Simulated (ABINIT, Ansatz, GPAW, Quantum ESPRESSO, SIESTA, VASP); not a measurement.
# SiO2: programs and potentials compared

```
Si O
1.0
     4.23317    0.00000    0.00000
     0.00000    4.23317    0.00000
     0.00000    0.00000    2.69349
Si O
2 4
Direct
  0.00000 0.00000 0.00000
  0.50000 0.50000 0.50000
  0.80684 0.19316 0.50000
  0.30684 0.30684 0.00000
  0.19316 0.80684 0.50000
  0.69316 0.69316 0.00000
```

The cell comes from a database or a generator and needn't be the stable form of this composition.

Alike in all runs: task single point; functional PBE; k mesh 6 × 6 × 10; occupations fermi-dirac, width 0.05 eV; no spin polarisation; no spin-orbit coupling. Pressure is positive in compression and, in plane waves, holds the error of the finite cutoff, which Ansatz's Pulay term estimates and takes out.

```csv
program and potentials,plane-wave cutoff (eV),notes,band gap (eV),pressure (GPa),largest force (eV/Å)
"SIESTA, files PseudoDojo sr-pbe-0.4.1-standard, DZP (energy shift 0.003 Ry)",-,atomic basis,4.94,2.45,0.043
"Quantum ESPRESSO, SSSP 1.3 efficiency PBE",748,-,5.04,0.14,0.011
"Ansatz, Ansatz PAW (earlier soft set)",420,Pulay term of +0.55 GPa included,5.04,-0.20,0.013
"VASP, PBE PAW files O, Si, 520 eV",520,-,5.02,0.04,0.006
"ABINIT, JTH PAW PBE v2.0",626,-,4.99,-2.44,0.068
"GPAW, GPAW PAW data sets (gpaw-data 1.2.1)",800,-,5.07,3.60,0.092
```

Force on atom 3 (O), eV/Å:

| program and potentials | x | y | z |
| --- | --- | --- | --- |
| SIESTA, files PseudoDojo sr-pbe-0.4.1-standard, DZP (energy shift 0.003 Ry) | -0.031 | 0.031 | 0.000 |
| ABINIT, JTH PAW PBE v2.0 | 0.048 | -0.048 | 0.000 |
| GPAW, GPAW PAW data sets (gpaw-data 1.2.1) | -0.065 | 0.065 | 0.000 |

The band gap spans 4.94 (SIESTA, files PseudoDojo sr-pbe-0.4.1-standard, DZP (energy shift 0.003 Ry)) to 5.07 eV (GPAW, GPAW PAW data sets (gpaw-data 1.2.1)). The pressure spans -2.44 (ABINIT, JTH PAW PBE v2.0) to 3.60 GPa (GPAW, GPAW PAW data sets (gpaw-data 1.2.1)). Rows in atomic bases carry the error of their basis and grid, which can be large.

The functional is the same throughout but for its coding, so the spread measures potentials, basis and numerics; runs on potential files found faulty are left out.
